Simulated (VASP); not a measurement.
# HfB2 (P6/mmm) in VASP: notebook

One crystal, HfB2, is run at these levels: PBEsol; tasks: single point.

All numbers are computed with VASP 6.6.1; they aren't measurements. Logs are shortened: lines on timing, memory, paths and dates and some standing lists are left out, and cuts for length are marked.

**1. The crystal as given**

The structure is hexagonal, space group P6/mmm (No. 191). The conventional cell has a = 3.140 Å, b = 3.140 Å, c = 3.480 Å, α = 90.00°, β = 90.00°, γ = 120.00°. Hf (site symmetry 6/mmm) has 12 B at 2.51 Å as nearest neighbours. B (site symmetry -6m2) is surrounded by 3 B at 1.81 Å.

**2. Single point, PBEsol**

Input file INCAR:

```
SYSTEM = HfB2
  PREC = Accurate
  ENCUT = 460
  EDIFF = 1E-7
  ISMEAR = 1
  SIGMA = 0.15
  LREAL = .FALSE.
  LASPH = .TRUE.
  NELM = 100
  ALGO = Normal
  ISIF = 2
  LWAVE = .FALSE.
  LCHARG = .FALSE.
  GGA = PS
  NBANDS = 12
  ADDGRID = .FALSE.
```

Input file KPOINTS:

```
Automatic mesh
0
G
  18 18 14
  0 0 0
```

Input file POSCAR:

```
HfB2
1.0
    3.1400000000      0.0000000000      0.0000000000
   -1.5700000000      2.7193197679      0.0000000000
    0.0000000000      0.0000000000      3.4800000000
Hf B
1 2
Direct
    0.0000000000      0.0000000000      0.0000000000
    0.6666666667      0.3333333333      0.5000000000
    0.3333333333      0.6666666667      0.5000000000
```

Potentials or basis: VASP PAW PBE potentials, release 64 (Hf, B).

Launch:

```
cat potpaw_PBE.64/Hf/POTCAR potpaw_PBE.64/B/POTCAR > POTCAR
mpirun -np 1 vasp_std > vasp.out
```

OUTCAR:

```text
SYSTEM = HfB2
   PREC = Accurate
   ENCUT = 460
   EDIFF = 1E-7
   ISMEAR = 1
   LREAL = .FALSE.
   LASPH = .TRUE.
   NELM = 100
   ISIF = 2
   GGA = PS

 Found    296 irreducible k-points:

 Following reciprocal coordinates:
            Coordinates               Weight
  0.000000  0.000000  0.000000      1.000000
  0.055556  0.000000  0.000000      6.000000
  0.111111  0.000000  0.000000      6.000000
  0.166667  0.000000  0.000000      6.000000
  0.222222  0.000000  0.000000      6.000000
  0.277778  0.000000  0.000000      6.000000
   k-points           NKPTS =    296   k-points in BZ     NKDIM =    296   number of bands    NBANDS=     12
   number of dos      NEDOS =    301   number of ions     NIONS =      3
   total plane-waves  NPLWV =  13824
   dimension x,y,z NGX =    24 NGY =   24 NGZ =   24
   dimension x,y,z NGXF=    48 NGYF=   48 NGZF=   48
   ions per type =               1   2
   NGX,Y,Z   is equivalent  to a cutoff of  12.71, 12.71, 11.47 a.u.
   NGXF,Y,Z  is equivalent  to a cutoff of  25.41, 25.41, 22.93 a.u.
 SYSTEM =  HfB2
   PREC   = accura    normal or accurate (medium, high low for compatibility)
   ISTART =      0    job   : 0-new  1-cont  2-samecut
   ICHARG =      2    charge: 1-file 2-atom 10-const
   ISPIN  =      1    spin polarized calculation?
   LNONCOLLINEAR =      F non collinear calculations
   LSORBIT =      F    spin-orbit coupling
   LASPH  =      T    aspherical Exc in radial PAW
   ENCUT  =  460.0 eV  33.81 Ry    5.81 a.u.   5.49  5.49  6.09*2*pi/ulx,y,z
   NELM   =    100;   NELMIN=  2; NELMDL= -5     # of ELM steps
   EDIFF  = 0.1E-06   stopping-criterion for ELM
   LREAL  =      F    real-space projection
   EDIFFG = 0.1E-05   stopping-criterion for IOM
   NSW    =      0    number of steps for IOM
   IBRION =     -1    ionic relax: 0-MD 1-quasi-New 2-CG
   NFREE  =      0    steps in history (QN), initial steepest desc. (CG)
   ISIF   =      2    stress and relaxation
   ISYM   =      2    0-nonsym 1-usesym 2-fastsym
   POTIM  = 0.5000    time-step for ionic-motion
   TEBEG  =    0.0;   TEEND  =   0.0 temperature during run
   PSTRESS=    0.0 pullay stress
   NELECT =      10.0000    total number of electrons
   NUPDOWN=      -1.0000    fix difference up-down
   EMIN   =  10.00;   EMAX   =-10.00  energy-range for DOS
   EFERMI =   0.00;   METHOD = LEGACY
   ISMEAR =     1;   SIGMA  =   0.15  broadening in eV -4-tet -1-fermi 0-gaus
   EFERMI_NEDOS =   21; number of points for ismear=-14 and -15
   IALGO  =     38    algorithm
   IMIX   =      4    mixing-type and parameters
     AMIX     =   0.40;   BMIX     =  1.00
     AMIX_MAG =   1.60;   BMIX_MAG =  1.00
  volume/ion in A,a.u.               =       9.90        66.84
  Fermi-wavevector in a.u.,A,eV,Ry     =   1.138724  2.151876 17.642568  1.296692
  Thomas-Fermi vector in A             =   2.275428
   LORBIT       =      0    0 simple, 1 ext, 2 COOP (PROOUT), +10 PAW based schemes
   GGA     = PS    functional components
   LHFCALC =     F    Hartree Fock is set to
   AEXX    =    0.0000 exact exchange contribution
   IVDW    =     0    specifies the selected vdW correction
   LEPSILON=     F    determine dielectric tensor
   LRPA    =     F    only Hartree local field effects (RPA)
 non-spin polarized calculation
 Methfessel and Paxton  Order N= 1 SIGMA  =   0.15
  energy-cutoff  :      460.00
  volume of cell :       29.71
 maximum number of plane-waves:       690
 NGX is ok and might be reduce to    24
   NGX = 11   NGY = 11   NGZ = 13

 number of electron      10.0000000 magnetization

 Free energy of the ion-electron system (eV)
  ---------------------------------------------------
  ext. energy  EPLUGINS =         0.00000000
  ---------------------------------------------------
  free energy    TOTEN  =       -27.92657893 eV

  energy without entropy =      -27.92619489  energy(sigma->0) =      -27.92645092

 E-fermi :   7.9201     XC(G=0): -12.4561

 val. band max:        7.9022573511   @ k =   0.2222   0.1667   0.1429
 cond. band min:       7.9212753930   @ k =   0.0556   0.0556   0.2857
 fundamental gap:      0.0190180418
 Fermi energy:         7.9201140569

 k-point     1 :       0.0000    0.0000    0.0000
  band No.  band energies     occupation
      1      -5.8958      2.00000
      2       4.7879      2.00000
      3       4.9445      2.00000
      4       4.9445      2.00000
      5       5.0535      2.00000
      6      11.8393      0.00000
      7      11.8393      0.00000
      8      12.5030      0.00000
      9      12.5030      0.00000
     10      12.8158      0.00000
     11      12.8158      0.00000
     12      12.8829      0.00000

 k-point     2 :       0.0556    0.0000    0.0000
  band No.  band energies     occupation
      1      -5.8318      2.00000
      2       4.7467      2.00000
      3       4.8577      2.00000
      4       4.9413      2.00000
      5       4.9932      2.00000
      6      11.7913      0.00000
      7      11.8075      0.00000
      8      11.9313      0.00000
      9      12.0296      0.00000
     10      13.0947      0.00000
     11      13.3884      0.00000
     12      13.4832      0.00000

 k-point     3 :       0.1111    0.0000    0.0000
  band No.  band energies     occupation
      1      -5.6421      2.00000
      2       4.2250      2.00000
      3       4.8304      2.00000
      4       4.9257      2.00000
      5       5.0456      2.00000
      6      10.9681      0.00000
      7      11.6494      0.00000
      8      11.6573      0.00000
      9      12.1304      0.00000
     10      13.5497      0.00000
     11      14.0436      0.00000
     12      14.4469      0.00000

 k-point     4 :       0.1667    0.0000    0.0000
  band No.  band energies     occupation
      1      -5.3338      2.00000
      2       3.5047      2.00000
      3       4.6067      2.00000
      4       4.8842      2.00000
      5       5.2962      2.00000
      6      10.2767     -0.00000
      7      11.4625      0.00000
      8      11.5112      0.00000
      9      12.1790      0.00000
     10      13.7875      0.00000
     11      14.8225      0.00000
     12      15.0218      0.00000

 k-point     5 :       0.2222    0.0000    0.0000
  band No.  band energies     occupation
      1      -4.9172      2.00000
      2       2.6870      2.00000
      3       4.3655      2.00000
      4       4.8090      2.00000
      5       5.4955      2.00000
      6       9.9118     -0.00000
      7      11.2388      0.00000
      8      11.6218      0.00000
      9      11.8448      0.00000
     10      13.8700      0.00000
     11      15.1579      0.00000
     12      16.2203      0.00000

 k-point     6 :       0.2778    0.0000    0.0000
  band No.  band energies     occupation
      1      -4.4049      2.00000
      2       1.8295      2.00000
      3       4.1403      2.00000
      4       4.7063      2.00000
      5       5.5192      2.00000
      6      10.0316     -0.00000
      7      11.0163      0.00000
      8      11.2966      0.00000
      9      11.9522      0.00000
     10      13.8890      0.00000
     11      15.9108      0.00000
     12      17.4999      0.00000

 [... further k-points ...]

------------------------ aborting loop because EDIFF is reached ----------------------------------------

  FORCE on cell =-STRESS in cart. coord.  units (eV):
  Direction    XX          YY          ZZ          XY          YZ          ZX
  --------------------------------------------------------------------------------------
  -------------------------------------------------------------------------------------
  Total       -0.6942748     -0.6942748     -0.8743059      0.0000000     -0.0000000      0.0000000
  in kB      -37.4345674    -37.4345674    -47.1416563      0.0000000     -0.0000000      0.0000000
  external PRESSURE =     -40.6702637 kB  Pullay stress =       0.0000000 kB

 VOLUME and BASIS-vectors are now :
 -----------------------------------------------------------------------------
  energy-cutoff  :      460.00
  volume of cell :       29.71
      direct lattice vectors                 reciprocal lattice vectors
     3.140000000  0.000000000  0.000000000     0.318471338  0.183869512  0.000000000
    -1.570000000  2.719319768  0.000000000     0.000000000  0.367739025  0.000000000
     0.000000000  0.000000000  3.480000000     0.000000000  0.000000000  0.287356322

 POSITION                                       TOTAL-FORCE (eV/Angst)
 -----------------------------------------------------------------------------------
      0.00000      0.00000      0.00000        -0.000000      0.000000      0.000000
      1.57000      0.90644      1.74000        -0.000000      0.000000     -0.000000
     -0.00000      1.81288      1.74000         0.000000     -0.000000      0.000000
 -----------------------------------------------------------------------------------
    total drift:                                0.000000     -0.000000      0.000000

  FREE ENERGIE OF THE ION-ELECTRON SYSTEM (eV)
  ---------------------------------------------------
  free  energy   TOTEN  =       -27.9265789335 eV

  energy  without entropy=      -27.9261948872  energy(sigma->0) =      -27.92645092
```

Run time: 28 s. Hardware: 1 thread of Intel Xeon Platinum 8559C (Emerald Rapids), shared host; peak memory 0.22 GiB.

The run converged, but some of its settings lie outside the range that counts as converged, so its numbers aren't taken as properties of the crystal.

Results:

| Property | Result |
| --- | --- |
| Free energy | -27.9266 eV |
| Pressure | -4.1 GPa |
| Band gap on the k mesh | none (metal or under the smearing width) |

Caveat: the PAW data sets were made with another functional, which shifts forces and pressure a little.

**3. Single point, PBEsol**

INCAR is that of step 2.

KPOINTS is that of step 2.

Input file POSCAR:

```
HfB2
1.0
    3.1400000000      0.0000000000      0.0000000000
   -1.5700000000      2.7193197679      0.0000000000
    0.0000000000      0.0000000000      3.4800000000
Hf B
1 2
Direct
   -0.0142630000      0.0046330000     -0.0059370000
    0.6696320000      0.3380360000      0.4871880000
    0.3055440000      0.6904850000      0.5067950000
```

Potentials or basis: VASP PAW PBE potentials, release 64 (Hf, B).

Launch:

```
cat potpaw_PBE.64/Hf/POTCAR potpaw_PBE.64/B/POTCAR > POTCAR
mpirun -np 1 vasp_std > vasp.out
```

Wall time 3.3 min (1 thread of Intel Xeon Platinum 8559C (Emerald Rapids), shared host); peak memory 0.8 GiB.

The run converged, but some of its settings lie outside the range that counts as converged, so its numbers aren't taken as properties of the crystal.

What came out:

```
Free energy            : -27.7959 eV
Pressure               : -2.4 GPa
Largest force          : 1.758 eV/Å
Band gap on the k mesh : none (metal or under the smearing width)
```

Caveat: the PAW data sets were made with another functional, which shifts forces and pressure a little.

**4. Single point, PBEsol**

Edit INCAR of step 3 so:

```diff
@@ -2,3 +2,3 @@
   PREC = Accurate
-  ENCUT = 460
+  ENCUT = 520
   EDIFF = 1E-7
```

KPOINTS is that of step 3.

Input file POSCAR:

```
HfB2
1.0
    3.1400000000      0.0000000000      0.0000000000
   -1.5700000000      2.7193197679      0.0000000000
    0.0000000000      0.0000000000      3.4800000000
Hf B
1 2
Direct
    0.0000000000      0.0000000000      0.0000000000
    0.6666666667      0.3333333333      0.5000000000
    0.3333333333      0.6666666667      0.5000000000
```

Potentials or basis: VASP PAW PBE potentials, release 64 (Hf, B).

Launch:

```
cat potpaw_PBE.64/Hf/POTCAR potpaw_PBE.64/B/POTCAR > POTCAR
mpirun -np 1 vasp_std > vasp.out
```

OUTCAR:

```text
SYSTEM = HfB2
   PREC = Accurate
   ENCUT = 520
   EDIFF = 1E-7
   ISMEAR = 1
   LREAL = .FALSE.
   LASPH = .TRUE.
   NELM = 100
   ISIF = 2
   GGA = PS

 Found    296 irreducible k-points:

 Following reciprocal coordinates:
            Coordinates               Weight
  0.000000  0.000000  0.000000      1.000000
  0.055556  0.000000  0.000000      6.000000
  0.111111  0.000000  0.000000      6.000000
  0.166667  0.000000  0.000000      6.000000
  0.222222  0.000000  0.000000      6.000000
  0.277778  0.000000  0.000000      6.000000
   k-points           NKPTS =    296   k-points in BZ     NKDIM =    296   number of bands    NBANDS=     12
   number of dos      NEDOS =    301   number of ions     NIONS =      3
   total plane-waves  NPLWV =  16128
   dimension x,y,z NGX =    24 NGY =   24 NGZ =   28
   dimension x,y,z NGXF=    48 NGYF=   48 NGZF=   56
   ions per type =               1   2
   NGX,Y,Z   is equivalent  to a cutoff of  12.71, 12.71, 13.38 a.u.
   NGXF,Y,Z  is equivalent  to a cutoff of  25.41, 25.41, 26.75 a.u.
 SYSTEM =  HfB2
   PREC   = accura    normal or accurate (medium, high low for compatibility)
   ISTART =      0    job   : 0-new  1-cont  2-samecut
   ICHARG =      2    charge: 1-file 2-atom 10-const
   ISPIN  =      1    spin polarized calculation?
   LNONCOLLINEAR =      F non collinear calculations
   LSORBIT =      F    spin-orbit coupling
   LASPH  =      T    aspherical Exc in radial PAW
[... 135 lines left out ...]
  band No.  band energies     occupation
      1      -4.4049      2.00000
      2       1.8293      2.00000
      3       4.1400      2.00000
      4       4.7061      2.00000
      5       5.5190      2.00000
      6      10.0315     -0.00000
      7      11.0160      0.00000
      8      11.2963      0.00000
      9      11.9519      0.00000
     10      13.8886      0.00000
     11      15.9104      0.00000
     12      17.4996      0.00000

 [... further k-points ...]

------------------------ aborting loop because EDIFF is reached ----------------------------------------

  FORCE on cell =-STRESS in cart. coord.  units (eV):
  Direction    XX          YY          ZZ          XY          YZ          ZX
  --------------------------------------------------------------------------------------
  -------------------------------------------------------------------------------------
  Total       -0.7039879     -0.7039879     -0.8860193      0.0000000      0.0000000      0.0000000
  in kB      -37.9582886    -37.9582886    -47.7732270      0.0000000      0.0000000      0.0000000
  external PRESSURE =     -41.2299347 kB  Pullay stress =       0.0000000 kB

 VOLUME and BASIS-vectors are now :
 -----------------------------------------------------------------------------
  energy-cutoff  :      520.00
  volume of cell :       29.71
      direct lattice vectors                 reciprocal lattice vectors
     3.140000000  0.000000000  0.000000000     0.318471338  0.183869512  0.000000000
    -1.570000000  2.719319768  0.000000000     0.000000000  0.367739025  0.000000000
     0.000000000  0.000000000  3.480000000     0.000000000  0.000000000  0.287356322

 POSITION                                       TOTAL-FORCE (eV/Angst)
 -----------------------------------------------------------------------------------
      0.00000      0.00000      0.00000        -0.000000      0.000000      0.000000
      1.57000      0.90644      1.74000         0.000000     -0.000000      0.000000
     -0.00000      1.81288      1.74000        -0.000000      0.000000      0.000000
 -----------------------------------------------------------------------------------
    total drift:                                0.000000     -0.000000      0.000000

  FREE ENERGIE OF THE ION-ELECTRON SYSTEM (eV)
  ---------------------------------------------------
  free  energy   TOTEN  =       -27.9274507040 eV

  energy  without entropy=      -27.9270668687  energy(sigma->0) =      -27.92732276
```

OSZICAR:

```text
N       E                     dE             d eps       ncg     rms          rms(c)
DAV:   1     0.453412455669E+01    0.45341E+01   -0.44345E+03  7104   0.721E+02
DAV:   2    -0.292069053206E+02   -0.33741E+02   -0.32277E+02 10028   0.128E+02
DAV:   3    -0.301671387385E+02   -0.96023E+00   -0.95321E+00  9900   0.189E+01
DAV:   4    -0.301708771216E+02   -0.37384E-02   -0.37371E-02  9100   0.119E+00
DAV:   5    -0.301708942054E+02   -0.17084E-04   -0.17083E-04  9560   0.710E-02    0.202E+01
DAV:   6    -0.281405009983E+02    0.20304E+01   -0.36716E+00  8536   0.961E+00    0.103E+01
DAV:   7    -0.279550577768E+02    0.18544E+00   -0.71859E-01  9564   0.458E+00    0.266E+00
DAV:   8    -0.279296887444E+02    0.25369E-01   -0.78074E-02  8496   0.148E+00    0.535E-01
DAV:   9    -0.279275998902E+02    0.20889E-02   -0.87816E-03  8500   0.497E-01    0.193E-01
DAV:  10    -0.279274635201E+02    0.13637E-03   -0.86715E-04  8528   0.165E-01    0.373E-02
DAV:  11    -0.279274520142E+02    0.11506E-04   -0.48682E-05  9304   0.445E-02    0.157E-02
DAV:  12    -0.279274506790E+02    0.13352E-05   -0.40960E-06  8924   0.115E-02    0.541E-03
DAV:  13    -0.279274507040E+02   -0.25001E-07   -0.13879E-07  7628   0.217E-03
   1 F= -.27927451E+02 E0= -.27927323E+02  d E =-.383835E-03
```

Run time: 35 s. Hardware: 1 thread of Intel Xeon Platinum 8559C (Emerald Rapids), shared host; peak memory 0.24 GiB.

These settings aren't checked as converged: the numbers below hold their error.

What came out:

```yaml
Free_energy: -27.9275 eV
Pressure: -4.1 GPa
Band_gap_on_the_k_mesh: none (metal or under the smearing width)
```

Caveat: the PAW data sets were made with another functional, which shifts forces and pressure a little.

**5. Single point, PBEsol**

INCAR is that of step 4.

KPOINTS is that of step 4.

Input file POSCAR:

```
HfB2
1.0
    3.1400000000      0.0000000000      0.0000000000
   -1.5700000000      2.7193197679      0.0000000000
    0.0000000000      0.0000000000      3.4800000000
Hf B
1 2
Direct
   -0.0142630000      0.0046330000     -0.0059370000
    0.6696320000      0.3380360000      0.4871880000
    0.3055440000      0.6904850000      0.5067950000
```

Launch:

```
cat potpaw_PBE.64/Hf/POTCAR potpaw_PBE.64/B/POTCAR > POTCAR
mpirun -np 1 vasp_std > vasp.out
```

Wall time 4.6 min (1 thread of Intel Xeon Platinum 8559C (Emerald Rapids), shared host); peak memory 0.93 GiB.

These settings aren't checked as converged: the numbers below hold their error.

Results:

```
Free energy            : -27.7968 eV
Pressure               : -2.5 GPa
Largest force          : 1.757 eV/Å
Band gap on the k mesh : none (metal or under the smearing width)
```

Caveat: the PAW data sets were made with another functional, which shifts forces and pressure a little.
